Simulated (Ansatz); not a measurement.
All numbers below come from DFT PBE, scalar-relativistic, plane waves, PAW (Ansatz 0.2.0). Settings: cutoff 420 eV, Γ-centred meshes spaced at most about 0.3 Å⁻¹ (2π included), Gaussian smearing. No spin polarisation.

These are static total energies at zero pressure.

Compare these two cells of Mg2Zn3O5, each relaxed at this level.

A.

```yaml
crystal:
  lattice:
    - [-1.52091, 1.52091, 10.75450]
    - [1.52091, -1.52091, 10.75450]
    - [1.52091, 1.52091, -10.75450]
  atoms:
    - { symbol: Mg, position: [0.30011, 0.30011, 0.00000] }
    - { symbol: Mg, position: [0.69989, 0.69989, 0.00000] }
    - { symbol: Zn, position: [0.89922, 0.89922, 0.00000] }
    - { symbol: Zn, position: [0.10078, 0.10078, 0.00000] }
    - { symbol: Zn, position: [0.50000, 0.50000, 0.00000] }
    - { symbol: O, position: [0.79865, 0.79865, 0.00000] }
    - { symbol: O, position: [0.20135, 0.20135, 0.00000] }
    - { symbol: O, position: [0.60133, 0.60133, 0.00000] }
    - { symbol: O, position: [0.00000, 0.00000, 0.00000] }
    - { symbol: O, position: [0.39867, 0.39867, 0.00000] }
```

B.

```yaml
crystal:
  lattice:
    - [1.52259, 0.87907, 12.37367]
    - [-1.52259, 0.87907, 12.37367]
    - [0.00000, -1.75814, 12.37367]
  atoms:
    - { symbol: Mg, position: [0.89976, 0.89976, 0.89976] }
    - { symbol: Mg, position: [0.10024, 0.10024, 0.10024] }
    - { symbol: Zn, position: [0.29952, 0.29952, 0.29952] }
    - { symbol: Zn, position: [0.50000, 0.50000, 0.50000] }
    - { symbol: Zn, position: [0.70048, 0.70048, 0.70048] }
    - { symbol: O, position: [0.59860, 0.59860, 0.59860] }
    - { symbol: O, position: [0.20090, 0.20090, 0.20090] }
    - { symbol: O, position: [0.79910, 0.79910, 0.79910] }
    - { symbol: O, position: [0.40140, 0.40140, 0.40140] }
    - { symbol: O, position: [0.00000, 0.00000, 0.00000] }
```

Question: Which placement of the atoms is lower in energy, and by how much?

Answer: They are level within the accuracy (2 meV/atom apart, with B the lower in these runs). The two share one framework of sites and differ in which element sits where. A has Mg and Zn ordered on rock salt sites, space group I4/mmm (No. 139), 10.0 Å³/atom and a gap of 1.57 eV on its mesh; B has Mg and Zn ordered on rock salt sites, space group R-3m (No. 166), 9.9 Å³/atom and a gap of 1.93 eV. Counting O atoms around Mg and Zn (those within 1.25 times the shortest such distance or 1.15 times the sum of covalent radii, 1.27 where that leaves under three), A and B both have Mg 6, Zn 6. In A, around Mg lie 6 O at 2.12–2.15 Å; Zn on a site of symmetry 4mm is surrounded by 6 O at 2.15–2.17 Å; O on a site of symmetry 4mm has 5 Mg at 2.12–2.15 Å and 1 Zn at 2.16 Å; 3 more sites not described. In B, around Mg lie 6 O at 2.13 Å; Zn on a site of symmetry 3m has 6 O at 2.16–2.17 Å; around O on a site of symmetry 3m lie 3 Mg at 2.13 Å and 3 Zn at 2.17 Å; 3 more sites not described. Both come from invented guesses. Shaken at random and relaxed again, A came back. Shaken at random and relaxed again, B came back.

Kohn–Sham gaps at this level usually fall short of measured ones.
